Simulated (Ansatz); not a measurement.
# Step by step: KF, relaxation of cell and atoms

Theory: Ansatz 0.2.0, DFT, PBE, PAW with Ansatz's default frozen-core files, scalar-relativistic.

Command: `ansatz run input.yaml --threads 1 --pin off --max-ram 3072MiB --backend cpu --events-out ev --progress --plain --runs-dir out` The run took 120 s on 1 thread of Intel(R) Xeon(R) Platinum 8559C (Emerald Rapids), on a shared host, peak memory 0.47 GiB.

```yaml
crystal:
  lattice:
    - [3.6645736486, 0.0, 0.0]
    - [-1.8322868243, 3.1736138737, 0.0]
    - [0.0, 0.0, 5.9732550472]
  atoms:
    - { symbol: K, position: [0.3333333333, 0.6666666667, 0.0] }
    - { symbol: K, position: [0.6666666667, 0.3333333333, 0.5] }
    - { symbol: F, position: [0.3333333333, 0.6666666667, 0.376] }
    - { symbol: F, position: [0.6666666667, 0.3333333333, 0.876] }
kpoints:
  mp_grid: { grid: [11, 11, 6] }
scf:
  occupations: { method: fermi_dirac, width: 0.03 }
hamiltonian:
  xc: pbe
  pseudopotentials: { kind: paw }
output:
  forces: true
  stress: true
relax:
  f_tol: 0.005
  max_steps: 80
  cell: {}
```

The cell is built from the wurtzite type as a first guess.

The cutoff is 420 eV; energies and pressures of the walk include the program's estimate of the Pulay term.

Each frame lists the cell vectors (Å), then Cartesian positions (Å) and forces (eV/Å). Free energies count from the first step, -4695.6089 eV.

The walk took 22 evaluations in all; steps that aren't listed are left out.

Step 1: E = 0.0 meV, P = 22.31 GPa

```
cell 3.6646 0.0000 0.0000 -1.8323 3.1736 0.0000 0.0000 0.0000 5.9733
K     0.0000    2.1157    0.0000     0.000   0.000  -0.018
K     1.8323    1.0579    2.9866     0.000   0.000  -0.018
F     0.0000    2.1157    2.2459     0.000   0.000   0.018
F     1.8323    1.0579    5.2326     0.000   0.000   0.018
```

Step 2: E = -985.5 meV, P = 9.59 GPa

```
cell 3.8432 0.0000 0.0000 -1.9216 3.3283 0.0000 0.0000 0.0000 6.2468
K     0.0000    2.2189   -0.0023     0.000   0.000  -0.025
K     1.9216    1.1094    3.1211     0.000   0.000  -0.025
F     0.0000    2.2189    2.3511     0.000   0.000   0.025
F     1.9216    1.1094    5.4745     0.000   0.000   0.025
```

Step 3: E = -1309.6 meV, P = 1.42 GPa

```
cell 4.0187 0.0000 0.0000 -2.0094 3.4803 0.0000 0.0000 0.0000 6.4411
K     0.0000    2.3202   -0.0143     0.000   0.000  -0.033
K     2.0094    1.1601    3.2062     0.000   0.000  -0.033
F     0.0000    2.3202    2.4362     0.000   0.000   0.033
F     2.0094    1.1601    5.6567     0.000   0.000   0.033
```

Step 4: E = -1316.9 meV, P = 0.00 GPa

```
cell 4.0609 0.0000 0.0000 -2.0304 3.5168 0.0000 0.0000 0.0000 6.4517
K     0.0000    2.3445   -0.0233     0.000   0.000  -0.028
K     2.0304    1.1723    3.2025     0.000   0.000  -0.028
F     0.0000    2.3445    2.4492     0.000   0.000   0.028
F     2.0304    1.1723    5.6750     0.000   0.000   0.028
```

Step 5: E = -1317.2 meV, P = -0.04 GPa

```
cell 4.0665 0.0000 0.0000 -2.0332 3.5217 0.0000 0.0000 0.0000 6.4354
K     0.0000    2.3478   -0.0284     0.000   0.000  -0.021
K     2.0332    1.1739    3.1893     0.000   0.000  -0.021
F     0.0000    2.3478    2.4481     0.000   0.000   0.021
F     2.0332    1.1739    5.6658     0.000   0.000   0.021
```

Step 6: E = -1317.8 meV, P = 0.01 GPa

```
cell 4.0720 0.0000 0.0000 -2.0360 3.5265 0.0000 0.0000 0.0000 6.4083
K     0.0000    2.3510   -0.0378     0.000   0.000  -0.001
K     2.0360    1.1755    3.1664     0.000   0.000  -0.001
F     0.0000    2.3510    2.4473     0.000   0.000   0.001
F     2.0360    1.1755    5.6514     0.000   0.000   0.001
```

Step 7: E = -1566.4 meV, P = 3.71 GPa (the cell of the step before, solved again on a basis chosen afresh, hence the jump)

```
cell 4.0720 0.0000 0.0000 -2.0360 3.5265 0.0000 0.0000 0.0000 6.4083
K     0.0000    2.3510   -0.0378     0.000   0.000   0.001
K     2.0360    1.1755    3.1664     0.000   0.000   0.001
F     0.0000    2.3510    2.4473     0.000   0.000  -0.001
F     2.0360    1.1755    5.6514     0.000   0.000  -0.001
```

Step 8: E = -1661.3 meV, P = 1.34 GPa

```
cell 4.2038 0.0000 0.0000 -2.1019 3.6406 0.0000 0.0000 0.0000 6.4391
K     0.0000    2.4271   -0.0593     0.000   0.000  -0.016
K     2.1019    1.2135    3.1602     0.000   0.000  -0.016
F     0.0000    2.4271    2.4804     0.000   0.000   0.016
F     2.1019    1.2135    5.6999     0.000   0.000   0.016
```

Step 9: E = -1669.1 meV, P = -0.01 GPa

```
cell 4.3045 0.0000 0.0000 -2.1523 3.7278 0.0000 0.0000 0.0000 6.3908
K     0.0000    2.4852   -0.0928     0.000   0.000  -0.002
K     2.1523    1.2426    3.1026     0.000   0.000  -0.002
F     0.0000    2.4852    2.4957     0.000   0.000   0.002
F     2.1523    1.2426    5.6911     0.000   0.000   0.002
```

Step 10: E = -1669.4 meV, P = -0.03 GPa

```
cell 4.3098 0.0000 0.0000 -2.1549 3.7324 0.0000 0.0000 0.0000 6.3728
K     0.0000    2.4883   -0.0972     0.000   0.000  -0.002
K     2.1549    1.2441    3.0892     0.000   0.000  -0.002
F     0.0000    2.4883    2.4934     0.000   0.000   0.002
F     2.1549    1.2441    5.6798     0.000   0.000   0.002
```

Step 11: E = -1679.4 meV, P = -0.36 GPa

```
cell 4.3819 0.0000 0.0000 -2.1909 3.7948 0.0000 0.0000 0.0000 6.0798
K     0.0000    2.5299   -0.1619     0.000   0.000  -0.032
K     2.1909    1.2649    2.8780     0.000   0.000  -0.032
F     0.0000    2.5299    2.4479     0.000   0.000   0.032
F     2.1909    1.2649    5.4878     0.000   0.000   0.032
```

Step 12: E = -1710.0 meV, P = -0.60 GPa

```
cell 4.4325 0.0000 0.0000 -2.2163 3.8387 0.0000 0.0000 0.0000 5.7855
K     0.0000    2.5591   -0.2193     0.000   0.000  -0.093
K     2.2163    1.2796    2.6735     0.000   0.000  -0.093
F     0.0000    2.5591    2.3946     0.000   0.000   0.094
F     2.2163    1.2796    5.2874     0.000   0.000   0.094
```

Step 13: E = -1753.1 meV, P = -0.55 GPa

```
cell 4.4705 0.0000 0.0000 -2.2353 3.8716 0.0000 0.0000 0.0000 5.4946
K     0.0000    2.5811   -0.2746     0.000   0.000  -0.124
K     2.2353    1.2905    2.4727     0.000   0.000  -0.124
F     0.0000    2.5811    2.3405     0.000   0.000   0.124
F     2.2353    1.2905    5.0878     0.000   0.000   0.124
```

Step 14: E = -1703.8 meV, P = 0.87 GPa, step rejected

```
cell 4.4847 0.0000 0.0000 -2.2424 3.8839 0.0000 0.0000 0.0000 5.2017
K     0.0000    2.5893   -0.3912     0.000   0.000   0.343
K     2.2424    1.2946    2.2096     0.000   0.000   0.343
F     0.0000    2.5893    2.3470     0.000   0.000  -0.343
F     2.2424    1.2946    4.9478     0.000   0.000  -0.343
```

Step 15: E = -1778.0 meV, P = 0.27 GPa

```
cell 4.4259 0.0000 0.0000 -2.2130 3.8330 0.0000 0.0000 0.0000 5.4394
K     0.0000    2.5553   -0.3347     0.000   0.000  -0.005
K     2.2130    1.2777    2.3850     0.000   0.000  -0.005
F     0.0000    2.5553    2.3799     0.000   0.000   0.005
F     2.2130    1.2777    5.0996     0.000   0.000   0.005
```

Step 16: E = -1777.7 meV, P = 0.02 GPa

```
cell 4.4407 0.0000 0.0000 -2.2203 3.8457 0.0000 0.0000 0.0000 5.4390
K     0.0000    2.5638   -0.3370     0.000   0.000  -0.001
K     2.2203    1.2819    2.3825     0.000   0.000  -0.001
F     0.0000    2.5638    2.3820     0.000   0.000   0.001
F     2.2203    1.2819    5.1015     0.000   0.000   0.001
```

Step 17: E = -1837.2 meV, P = 0.90 GPa (the cell of the step before, solved again on a basis chosen afresh, hence the jump)

Step 18: E = -1849.0 meV, P = 0.25 GPa

```
cell 4.5099 0.0000 0.0000 -2.2550 3.9057 0.0000 0.0000 0.0000 5.3970
K     0.0000    2.6038   -0.3337     0.000   0.000  -0.002
K     2.2550    1.3019    2.3648     0.000   0.000  -0.002
F     0.0000    2.6038    2.3630     0.000   0.000   0.002
F     2.2550    1.3019    5.0615     0.000   0.000   0.002
```

Step 19: E = -1848.5 meV, P = 0.01 GPa

```
cell 4.5362 0.0000 0.0000 -2.2681 3.9285 0.0000 0.0000 0.0000 5.3866
K     0.0000    2.6190   -0.3339     0.000   0.000   0.000
K     2.2681    1.3095    2.3594     0.000   0.000   0.000
F     0.0000    2.6190    2.3592     0.000   0.000   0.000
F     2.2681    1.3095    5.0525     0.000   0.000   0.000
```

Step 20: E = -1855.7 meV, P = 0.06 GPa (the cell of the step before, solved again on a basis chosen afresh, hence the jump)

Question: How does the relaxation end?

Answer: It converges, with a = 4.547 Å, b = 4.547 Å, c = 5.375 Å, α = 90.00°, β = 90.00°, γ = 120.00° (conventional cell, space group P6_3/mmc). The last solve (on a basis chosen afresh for the final cell, so its energy is not quite comparable) gives E = -1856.0 meV, P = 0.01 GPa:
```
cell 4.5475 0.0000 0.0000 -2.2737 3.9382 0.0000 0.0000 0.0000 5.3752
K     0.0000    2.6255   -0.3333     0.000   0.000   0.000
K     2.2737    1.3127    2.3544     0.000   0.000   0.000
F     0.0000    2.6255    2.3543     0.000   0.000   0.000
F     2.2737    1.3127    5.0419     0.000   0.000   0.000
```
